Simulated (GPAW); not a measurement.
Set up this calculation in GPAW 26.7.0, as an ASE script.

| Item | Value |
| --- | --- |
| Task | relaxation of cell and atoms |
| Functional | PBEsol |
| Dispersion | D3(BJ)+ATM |
| Potentials or basis | PAW data sets generated in the run's folder for this functional |
| Cutoff | 600 eV |
| Basis | pw |
| k mesh | 11 × 11 × 11 |
| Occupations | fermi-dirac, width 0.05 eV |
| Spin | no spin polarisation |
| Maxiter | 150 |
| Optimizer | BFGS |
| Fmax | 0.02 eV/Å |
| Max steps | 60 |
| Convergence | density=1e-05 forces=0.0001 |

The system is Ag.

```
CELL_PARAMETERS angstrom
0.00000 2.04275 2.04275
2.04275 0.00000 2.04275
2.04275 2.04275 0.00000
ATOMIC_POSITIONS crystal
Ag 0.00000 0.00000 0.00000
```

These files were run (other wordings do the same):

run.py

```python
from ase import Atoms
from ase.calculators.mixing import SumCalculator
from ase.filters import FrechetCellFilter
from ase.io import write
from ase.optimize import BFGS
from dftd3.ase import DFTD3
from gpaw import GPAW, PW, setup_paths

setup_paths.insert(0, '.')

atoms = Atoms(['Ag'],
              cell=[[0.0, 2.04275, 2.04275],
                    [2.04275, 0.0, 2.04275],
                    [2.04275, 2.04275, 0.0]],
              scaled_positions=[[0.0, 0.0, 0.0]],
              pbc=True)

calc = GPAW(mode=PW(600),
            xc='PBEsol',
            kpts={'size': (11, 11, 11), 'gamma': True},
            occupations={'name': 'fermi-dirac', 'width': 0.05},
            nbands=18,
            convergence={'density': 1e-05, 'forces': 0.0001},
            maxiter=150,
            txt='gpaw.txt')
atoms.calc = SumCalculator([calc, DFTD3(damping='d3bj', params_tweaks=dict(method='pbesol', atm=True))])
opt = BFGS(FrechetCellFilter(atoms), trajectory='relax.traj', logfile='-')
done = opt.run(fmax=0.02, steps=60)
calc.write('gs.gpw')
write('result.traj', atoms)
print('Converged:', done)
print('Cell:', atoms.cell.cellpar().round(4))
print('Volume:', round(atoms.get_volume(), 4))
print(atoms.get_scaled_positions().round(5))
```

Potentials or basis: PAW data sets generated in the run's folder for this functional, pw.

Run with:

```console
$ gpaw-setup -f PBEsol Ag
$ OMP_NUM_THREADS=1 python run.py
```

Results of the run:

| Property | Result |
| --- | --- |
| Relaxed volume | 16.07 Å³/atom |
| Relaxed cell | a = 2.833 Å, b = 2.833 Å, c = 2.833 Å, α = 60.00°, β = 60.00°, γ = 60.00° |
| Space group after relaxing (to 0.05 Å) | Fm-3m (No. 225) |
| Energy gained by relaxing | 23.0 meV/atom |
| Ionic steps | 4 |
| Pressure after relaxing | 0.0 GPa |
| Band gap on the k mesh | none (metal or under the smearing width) |
| Dispersion energy per atom | -0.509 eV |

Caveat: later steps reuse the first step's grids; pairwise dispersion overbinds metals, which lowers pressure and volume.

Wall time 38 s on 1 thread of Intel(R) Xeon(R) Platinum 8488C (Sapphire Rapids), with other jobs on the host, peak memory 0.18 GiB.
